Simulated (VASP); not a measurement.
Runs of VASP 6.6.1 on CaF2. Symmetry: Fm-3m, No. 225, cubic system. Conventional cell: a = 5.513 Å, b = 5.513 Å, c = 5.513 Å, α = 90.00°, β = 90.00°, γ = 90.00°. Ca (site symmetry m-3m) has 8 F at 2.39 Å as nearest neighbours. F (site symmetry -43m) is surrounded by 4 Ca at 2.39 Å. The cell comes from a database or a generator and needn't be the stable form of this composition.

| task | level | potentials or basis | cell | k mesh | cutoff (eV) | grid for exact exchange (PRECFOCK) | exchange at q = 0 | screening parameter | gap on the mesh (eV) | pressure (GPa) |
| --- | --- | --- | --- | --- | --- | --- | --- | --- | --- | --- |
| band structure | PBE | VASP PAW PBE potentials, release 64 (Ca_sv, F) | as given | 10 × 10 × 10 | 450 | - | - | - | 7.12 | - |
| band structure | PBE0 | VASP PAW PBE potentials, release 64 (Ca_sv, F) | as given | 8 × 8 × 8 | 450 | Fast | truncated | - | 9.94 | - |
| dielectric tensor | PBE | VASP PAW PBE potentials, release 64 (Ca_sv, F) | as given | 10 × 10 × 10 | 450 | - | - | - | 7.12 | - |
| band structure | PBE | VASP PAW PBE potentials, release 64 (Ca_sv, F) | as given | 10 × 10 × 10 | 600 | - | - | - | 7.12 | 0.0 |
| band structure | HSE06 | VASP PAW PBE potentials, release 64 (Ca_sv, F) | as given | 8 × 8 × 8 | 450 | Fast | - | 0.2 1/A | 9.20 | - |
| relaxation of cell and atoms | PBE | VASP PAW PBE potentials, release 64 (Ca_sv, F) | relaxed | 9 × 9 × 9 | 600 | - | - | - | (a) | 0.0 |
| band structure | r2SCAN | VASP PAW PBE potentials, release 64 (Ca_sv, F) | as given | 10 × 10 × 10 | 450 | - | - | - | 7.79 | - |
| band structure | LDA | VASP PAW LDA potentials, release 64 (Ca_sv, F) | as given | 10 × 10 × 10 | 450 | - | - | - | (b) | - |

Alike in all rows: no spin polarisation; smearing gaussian 0.02 eV.

Problem. Fill in the values left out.

Solution. (a) 7.14; (b) 6.75.

Caveats: the cutoff is under 1.25 times the usual one of these potentials, so pressure, stress and relaxed cells hold a basis-set (Pulay) error (some runs); the PAW data sets were made with another functional, which shifts forces and pressure a little (some runs); the relaxation stopped at its first step, so nothing moved (some runs); an odd mesh through Γ misses points on the zone boundary, where band edges often lie (some runs).
